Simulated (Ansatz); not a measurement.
**Structure relaxation of MnAs**

Computed with DFT PBE, scalar-relativistic, plane waves, PAW (Ansatz). Cutoff 420 eV, Γ-centred k mesh, Gaussian smearing, collinear spin, first started from parallel moments.

MnAs was placed on the zinc blende structure type (F-43m, No. 216), with Mn in place of Zn, As in place of S, at a guessed volume.

```
Mn As
1.0
     0.00000    2.47606    2.47606
     2.47606    0.00000    2.47606
     2.47606    2.47606    0.00000
Mn As
1 1
Direct
  0.00000 0.00000 0.00000
  0.75000 0.75000 0.75000
```

Steps on the 6×6×6 mesh (2 atoms). 10 of 10 steps are shown, and the free energy counts from the last. Trial steps that were taken back and renewals of the plane-wave basis can be among the rows.

```
step  ΔF (meV/atom) V (Å³/atom) P (GPa)
   1          621.2        15.18    38.50
   2          236.0        17.51    18.90
   3           50.6        20.07     4.86
   4           31.7        21.14     0.80
   5           30.9        21.37     0.35
   6           12.9        21.37     1.93
   7            1.3        22.44     0.77
   8            0.9        23.22    -0.48
   9            0.3        22.91     0.01
  10            0.0        22.91    -0.02
```

A final relaxation ran on a 16×16×16 mesh. The relaxed crystal, F-43m (No. 216):

Space group F-43m (No. 216). a = 5.673 Å, b = 5.673 Å, c = 5.673 Å, α = 90.00°, β = 90.00°, γ = 90.00°
| atom | site | symmetry | x | y | z |
| --- | --- | --- | --- | --- | --- |
| Mn | 4a | -43m | 0.0000 | 0.0000 | 0.0000 |
| As | 4c | -43m | 0.2500 | 0.2500 | 0.2500 |

For MnAs, the volume per atom is 22.82 Å³. The density is 4.72 g/cm³ and the energy over the elements is 0.20 eV/atom. The gap on the 16×16×16 mesh is 0 eV (a metal), the net moment per atom is 1.89 μB and the largest site moment is 3.57 μB.

Energies over the elements count from the elements' standard structures at the same level, with no empirical corrections.

The final run used a 16×16×16 mesh on its 2-atom cell and 0.10 eV smearing. For metals, differences of a few meV/atom aren't resolved.

Symmetry constrained the relaxation, so the result can be a saddle point.

Cost: 3 runs of about 2.8 core-minutes in all, on Arm Neoverse V2 (shared hosts).